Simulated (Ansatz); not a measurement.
**Titanium, dhcp under r²SCAN: structure, energy and stiffness**

Aim: take titanium in the dhcp structure, relax it, solve it on a dense k-mesh, then scale the cell to 7 volumes from 88 to 112 % of the relaxed one and try a fit of the equation of state. Spin polarisation is left out. The k-meshes are 12×12×4 for the relaxation; 16×16×5 for the dense run; 14×14×4 for the volumes.

Program: Ansatz 0.2.0. Level of theory: DFT r2SCAN, plane waves (500 eV) with PAW, scalar-relativistic; the PAW data stem from PBE, with regenerated cores. These are calculated values, not measurements.

### Step 1. The system as given

Symmetry: P6_3/mmc, No. 194, hexagonal system. Conventional cell: a = 2.923 Å, b = 2.923 Å, c = 9.546 Å, α = 90.00°, β = 90.00°, γ = 120.00°. Around Ti (site symmetry -3m) lie 12 Ti at 2.92 Å. Around Ti (site symmetry -6m2) lie 12 Ti at 2.92 Å.

Coordinates:

```xyz
4
Lattice="2.9229 0.0000 0.0000 -1.4615 2.5313 0.0000 0.0000 0.0000 9.5463" Properties=species:S:1:pos:R:3 pbc="T T T"
Ti    0.0000    0.0000    0.0000
Ti    0.0000    0.0000    4.7732
Ti    0.0000    1.6876    2.3866
Ti    1.4615    0.8438    7.1597
```

### Step 2. Geometry optimisation

input.yaml reads:

```yaml
crystal:
  lattice:
    - [2.9229395509, 0.0, 0.0]
    - [-1.4614697754, 2.5313399048, 0.0]
    - [0.0, 0.0, 9.5463205732]
  atoms:
    - { symbol: Ti, position: [0.0, 0.0, 0.0] }
    - { symbol: Ti, position: [0.0, 0.0, 0.5] }
    - { symbol: Ti, position: [0.3333333333, 0.6666666667, 0.25] }
    - { symbol: Ti, position: [0.6666666667, 0.3333333333, 0.75] }
hamiltonian:
  xc: r2scan
  pseudopotentials:
    kind: paw
    azcp:
      Ti: "pseudopotentials/Ti.paw.azcp"
basis:
  ecutwfc: 500
  fft_grid_basis: typed
kpoints:
  mp_grid: { grid: [12, 12, 4], shift: [0, 0, 0] }
magnetization:
  spin_polarized: false
scf:
  occupations: { method: fermi_dirac, width: 0.1 }
relax:
  max_steps: 60
  f_tol: 0.01
  cell: {}
output:
  write_density: true
  write_potential: true
  elf: true
  volumetric_format: npy
```

On the command line:

```sh
ansatz run input.yaml --threads 1 --pin off --max-ram 3584MiB --backend cpu --events-out ev --progress --plain --runs-dir out
```

Log (excerpt; [...] marks lines left out):

```text
[...]
Pseudopotentials: kind: paw
Pseudopotential: Ti, paw, valence charge 12, recommended cutoff 500 eV (meta_gga), <dir>
Functional definition: r2SCAN
[...]
Crystal: 4 atoms, lattice volume = 70.633 Å³
Basis set: ecut = 500 eV, 1811 PW (Γ), exchange–correlation on 96×96×288 points (64 copies of the dense FFT grid, shifted against one another)
Bands: 29, of which v1, the nominal top of the filled ones, is band 24 counted from 1 (23 counted from 0)
Symmetry: 24 space group operations
Space group: P63/mmc (ITA 194), of the structure as read, at distance tolerance 4.1e-5 Å
k-points: 57 of 576
[...]
SCF iter   1: F=—  HF=-10017.305209 eV  |F-HF|=—  |Δ(HF+E_count)|=         —  Δρ=1.71e-2  dr2=2.13e-1  dr2_τ=3.10e-2  ethr=1.77e-3  ⟨swp⟩=4.3  Hψ=6444  notcnv=0
[...]
relax step   1: F+E_penalty+E_count = -10017.36844616 eV  Δ(F+E_penalty+E_count) = +0.000e0 eV  max|allowed force component| = 1.018e-16 eV/Å  Δτ_max = 0.0000 Å  P = -1.403 GPa  Ω = 70.633 Å³  (8 SCF iters, dr2 threshold 1.00e-7 eV, accepted)
[...]
relax step   4: F+E_penalty+E_count = -10017.38166996 eV  Δ(F+E_penalty+E_count) = -9.288e-5 eV  max|allowed force component| = 8.789e-17 eV/Å  Δτ_max = 0.0000 Å  P = +0.000 GPa  Ω = 69.722 Å³  energy of the carried Pulay correction = +5.367e-4 eV  (5 SCF iters, dr2 threshold 6.49e-8 eV, accepted)
[...]
SCF converged after 7 iterations
Free energy (F): -10017.381183 eV
[...]
E sigma→0 (E₀):  -10017.292118 eV
Entropy (-TS):   -0.178131 eV (-44.533 meV/atom)
Fermi energy:    13.256819 eV
[...]
--- Forces (eV/Å), atoms counted from 1 ---
  atom   1  Ti    -0.00000000     0.00000000    -0.00000000
  atom   2  Ti    -0.00000000    -0.00000000     0.00000000
  atom   3  Ti     0.00000000    -0.00000000     0.00000000
  atom   4  Ti     0.00000000     0.00000000     0.00000000
[...]
--- Stress (GPa, compression-positive) ---
       -0.000258       0.000000       0.000000
        0.000000      -0.000258       0.000000
        0.000000       0.000000      -0.018199
  P = ⅓ Tr σ = -0.0062 GPa (-0.062 kbar)
--- Band table (eV; the first three rows and the last of 57) ---
[...]
--- Relaxed structure (4 steps of the walk, 4 accepted, 1 SCFs on fresh bases) ---
  F+E_penalty+E_count = -10017.38118333 eV   max|allowed force component| = 7.401e-17 eV/Å   (the final SCF, on the basis selected at the relaxed cell)
  cell:  # Å, volume = 69.7217 Å³
    - [2.93106454697218, -2.8947780750233104e-11, 0.0]
    - [-1.4655322734610206, 2.538376357824309, 0.0]
    - [0.0, 0.0, 9.37101261351729]
  atoms:
    - { symbol: Ti, position: [7.149482439699467e-35, 2.2190997189456062e-35, 1.3475988027800745e-35] }
    - { symbol: Ti, position: [-9.594554009138924e-35, 1.0461470103106956e-34, 0.49999999999999994] }
    - { symbol: Ti, position: [0.33333333333333326, 0.6666666666666666, 0.24999999999999997] }
    - { symbol: Ti, position: [0.6666666666666666, 0.33333333333333326, 0.7499999999999998] }
```

Run time: 2.2 min. Hardware: 1 thread of Intel Xeon Platinum 8259CL at 2.50GHz (Skylake/Cascade Lake), shared host; peak memory 0.8 GiB.

The walk, from the log:

| step | energy change (meV/atom) | largest force (eV/Å) | pressure (GPa) | volume (Å³/atom) |
| --- | --- | --- | --- | --- |
| 1 | 0.00 | 0.0000 | -1.40 | 17.658 |
| 2 | -0.93 | 0.0000 | 2.22 | 17.108 |
| 3 | -3.28 | 0.0000 | -0.15 | 17.452 |
| 4 | -3.31 | 0.0000 | 0.00 | 17.430 |
| 5 | -3.18 | 0.0000 | -0.01 | 17.430 |

Steps that repeat a cell are solved on a basis chosen anew, so their changes of energy are no gain of the relaxation.

The cell of the run, before and after:

|  | before | after | change |
| --- | --- | --- | --- |
| a (Å) | 2.923 | 2.931 | +0.3 % |
| b (Å) | 2.923 | 2.931 | +0.3 % |
| c (Å) | 9.546 | 9.371 | -1.8 % |
| volume (Å³/atom) | 17.658 | 17.430 | -1.3 % |
| shortest distance (Å) | 2.923 | 2.890 | -1.1 % |
| space group (spins left aside) | P6_3/mmc | P6_3/mmc | same |

### Step 3. Dense single point

input.yaml reads:

```yaml
crystal:
  lattice:
    - [2.931064547, 0.0, 0.0]
    - [-1.4655322735, 2.5383763578, 0.0]
    - [0.0, 0.0, 9.3710126135]
  atoms:
    - { symbol: Ti, position: [0.0, 0.0, 0.0] }
    - { symbol: Ti, position: [1.0, 0.0, 0.5] }
    - { symbol: Ti, position: [0.3333333333, 0.6666666667, 0.25] }
    - { symbol: Ti, position: [0.6666666667, 0.3333333333, 0.75] }
hamiltonian:
  xc: r2scan
  pseudopotentials:
    kind: paw
    azcp:
      Ti: "pseudopotentials/Ti.paw.azcp"
basis:
  ecutwfc: 500
  fft_grid_basis: typed
kpoints:
  mp_grid: { grid: [16, 16, 5], shift: [0, 0, 0] }
magnetization:
  spin_polarized: false
scf:
  occupations: { method: fermi_dirac, width: 0.1 }
output:
  write_density: true
  write_potential: true
  elf: true
  volumetric_format: npy
```

On the command line:

```sh
ansatz run input.yaml --threads 1 --pin off --max-ram 3584MiB --backend cpu --events-out ev --progress --plain --runs-dir out
```

Log (excerpt; [...] marks lines left out):

```text
[...]
[... 3 set-up lines as earlier in the session ...]
[...]
Crystal: 4 atoms, lattice volume = 69.722 Å³
Basis set: ecut = 500 eV, 1799 PW (Γ), exchange–correlation on 96×96×288 points (64 copies of the dense FFT grid, shifted against one another)
Bands: 29, of which v1, the nominal top of the filled ones, is band 24 counted from 1 (23 counted from 0)
[... 2 set-up lines as earlier in the session ...]
k-points: 90 of 1280
[...]
SCF iter   1: F=—  HF=-10017.310742 eV  |F-HF|=—  |Δ(HF+E_count)|=         —  Δρ=1.70e-2  dr2=2.11e-1  dr2_τ=3.21e-2  ethr=1.77e-3  ⟨swp⟩=4.3  Hψ=10245  notcnv=0
[...]
SCF iter   8: F=-10017.381085 eV  HF=-10017.381085 eV  |F-HF|=6.06e-9  |Δ(HF+E_count)|=   4.56e-8  Δρ=3.62e-6  dr2=1.36e-8  dr2_τ=2.90e-10  ethr=2.08e-10  ⟨swp⟩=2.6  Hψ=5651  notcnv=0
[...]
SCF converged after 8 iterations
Free energy (F): -10017.381085 eV
[...]
E sigma→0 (E₀):  -10017.291756 eV
Entropy (-TS):   -0.178657 eV (-44.664 meV/atom)
Fermi energy:    13.255564 eV
[...]
--- Band table (eV; the first three rows and the last of 90) ---
[...]
```

Wall time 41 s (1 thread of Intel Xeon Platinum 8259CL at 2.50GHz (Skylake/Cascade Lake), shared host); peak memory 0.74 GiB.

Density in a lattice plane of the grid's cell (edges 2.93 and 9.37 Å, at 0.000 of the third edge), which holds Ti.

Ten even steps from ' ' (0.18 e/Å³) to '@' (10.18 e/Å³):
```
++--          --
                
                
                
                
                
                
                
++--          --
@@##..      ..##
++--          --
                
                
                
                
                
                
                
++--          --
@@##..      ..##
```
Columns run along the first of these edges and rows up along the second, over one cell in 8 and 20 even steps from the bottom left corner. Atoms in the plane (fractional): Ti at (0.00, 0.00), Ti at (0.00, 0.50).

ELF in the same plane.

Values, 12 rows by 6 columns:
```
0.47 0.21 0.18 0.50 0.18 0.21
0.64 0.48 0.17 0.12 0.17 0.48
0.76 0.40 0.15 0.32 0.15 0.40
0.64 0.48 0.18 0.12 0.18 0.48
0.47 0.23 0.19 0.49 0.19 0.23
0.00 0.58 0.15 0.24 0.15 0.58
0.47 0.23 0.19 0.49 0.19 0.23
0.64 0.48 0.18 0.12 0.18 0.48
0.76 0.40 0.15 0.32 0.15 0.40
0.64 0.48 0.17 0.12 0.17 0.48
0.47 0.21 0.18 0.50 0.18 0.21
0.00 0.58 0.16 0.23 0.16 0.58
```
Columns run along the first of these edges and rows up along the second, over one cell in 6 and 12 even steps from the bottom left corner. Atoms in the plane (fractional): Ti at (0.00, 0.00), Ti at (0.00, 0.50).

Both are smooth fields of the valence electrons: close to the nuclei they are not physical.

Maxima of ELF outside the ion cores: 0.78 between the atoms, 2.0 Å from Ti.

### Step 4. Equation of state: 88 %

input.yaml, as its differences from that of step 3:

```diff
@@ -2,5 +2,5 @@
   lattice:
-    - [2.931064547, 0.0, 0.0]
-    - [-1.4655322735, 2.5383763578, 0.0]
-    - [0.0, 0.0, 9.3710126135]
+    - [2.8087921745, 0.0, 0.0]
+    - [-1.4043960872, 2.4324853771, 0.0]
+    - [0.0, 0.0, 8.9800911834]
   atoms:
@@ -20,3 +20,3 @@
 kpoints:
-  mp_grid: { grid: [16, 16, 5], shift: [0, 0, 0] }
+  mp_grid: { grid: [14, 14, 4], shift: [0, 0, 0] }
 magnetization:
@@ -25,3 +25,5 @@
   occupations: { method: fermi_dirac, width: 0.1 }
+  lower_state_search: "off"
 output:
+  stress: true
   write_density: true
```

On the command line:

```sh
ansatz run input.yaml --threads 1 --pin off --max-ram 3584MiB --backend cpu --events-out ev --progress --plain --runs-dir out
```

Log (excerpt; [...] marks lines left out):

```text
[...]
[... 3 set-up lines as earlier in the session ...]
[...]
Crystal: 4 atoms, lattice volume = 61.355 Å³
Basis set: ecut = 500 eV, 1581 PW (Γ), exchange–correlation on 96×96×288 points (64 copies of the dense FFT grid, shifted against one another)
Bands: 29, of which v1, the nominal top of the filled ones, is band 24 counted from 1 (23 counted from 0)
[... 1 set-up line as earlier in the session ...]
Space group: P63/mmc (ITA 194), of the structure as read, at distance tolerance 3.9e-5 Å
k-points: 72 of 784
[...]
SCF iter   1: F=-10016.853801 eV  HF=-10016.788698 eV  |F-HF|=6.51e-2  |Δ(HF+E_count)|=         —  Δρ=1.59e-2  dr2=1.47e-1  dr2_τ=5.17e-2  ethr=1.77e-3  ⟨swp⟩=4.4  Hψ=8492  notcnv=0
[...]
SCF iter   8: F=-10016.945825 eV  HF=-10016.945825 eV  |F-HF|=5.93e-10  |Δ(HF+E_count)|=   1.39e-8  Δρ=3.99e-6  dr2=8.16e-9  dr2_τ=3.74e-10  ethr=2.08e-10  ⟨swp⟩=5.4  Hψ=11290  notcnv=0
the search or the solves at the SCF's close seem to have found levels that the self-consistency loop had missed (the run counts 2). By its estimate they hold 2.49e-12 electrons. The energies and the density leave them out; if the run goes on with those levels, later outputs use [...]
SCF converged after 8 iterations
Free energy (F): -10016.945825 eV
[...]
E sigma→0 (E₀):  -10016.862682 eV
Entropy (-TS):   -0.166286 eV (-41.572 meV/atom)
Fermi energy:    15.382996 eV
[...]
--- Stress (GPa, compression-positive) ---
       18.393025       0.000000       0.000000
        0.000000      18.393025      -0.000000
        0.000000      -0.000000      17.967231
  P = ⅓ Tr σ = 18.2511 GPa (182.511 kbar)
--- Band table (eV; the first three rows and the last of 72) ---
[...]
```

It took 37 s on 1 thread of Intel Xeon Platinum 8259CL at 2.50GHz (Skylake/Cascade Lake), shared host; peak memory 0.77 GiB.

### Step 5. Equation of state: 92 %

input.yaml, as its differences from that of step 4:

```diff
@@ -2,5 +2,5 @@
   lattice:
-    - [2.8087921745, 0.0, 0.0]
-    - [-1.4043960872, 2.4324853771, 0.0]
-    - [0.0, 0.0, 8.9800911834]
+    - [2.8507206273, 0.0, 0.0]
+    - [-1.4253603136, 2.4687964824, 0.0]
+    - [0.0, 0.0, 9.1141421583]
   atoms:
@@ -28,5 +28 @@
   stress: true
-  write_density: true
-  write_potential: true
-  elf: true
-  volumetric_format: npy
```

On the command line:

```sh
ansatz run input.yaml --threads 1 --pin off --max-ram 3584MiB --backend cpu --events-out ev --progress --plain --runs-dir out
```

Log (excerpt; [...] marks lines left out):

```text
[...]
[... 3 set-up lines as earlier in the session ...]
[...]
Crystal: 4 atoms, lattice volume = 64.144 Å³
Basis set: ecut = 500 eV, 1617 PW (Γ), exchange–correlation on 96×96×288 points (64 copies of the dense FFT grid, shifted against one another)
Bands: 29, of which v1, the nominal top of the filled ones, is band 24 counted from 1 (23 counted from 0)
[... 1 set-up line as earlier in the session ...]
Space group: P63/mmc (ITA 194), of the structure as read, at distance tolerance 4.0e-5 Å
k-points: 72 of 784
[...]
SCF iter   1: F=-10017.099167 eV  HF=-10017.074236 eV  |F-HF|=2.49e-2  |Δ(HF+E_count)|=         —  Δρ=1.62e-2  dr2=1.63e-1  dr2_τ=4.29e-2  ethr=1.77e-3  ⟨swp⟩=4.3  Hψ=8468  notcnv=0
[...]
SCF iter   8: F=-10017.199429 eV  HF=-10017.199429 eV  |F-HF|=2.73e-11  |Δ(HF+E_count)|=   3.33e-8  Δρ=3.18e-6  dr2=6.88e-9  dr2_τ=1.86e-10  ethr=2.08e-10  ⟨swp⟩=3.9  Hψ=6225  notcnv=0
[...]
SCF converged after 8 iterations
Free energy (F): -10017.199429 eV
[...]
E sigma→0 (E₀):  -10017.114903 eV
Entropy (-TS):   -0.169053 eV (-42.263 meV/atom)
Fermi energy:    14.614377 eV
[...]
--- Stress (GPa, compression-positive) ---
       11.201226       0.000000       0.000000
        0.000000      11.201226       0.000000
        0.000000       0.000000      10.872637
  P = ⅓ Tr σ = 11.0917 GPa (110.917 kbar)
```

Wall time 34 s (1 thread of Intel Xeon Platinum 8259CL at 2.50GHz (Skylake/Cascade Lake), shared host); peak memory 0.78 GiB.

[end of part 1 of 2]
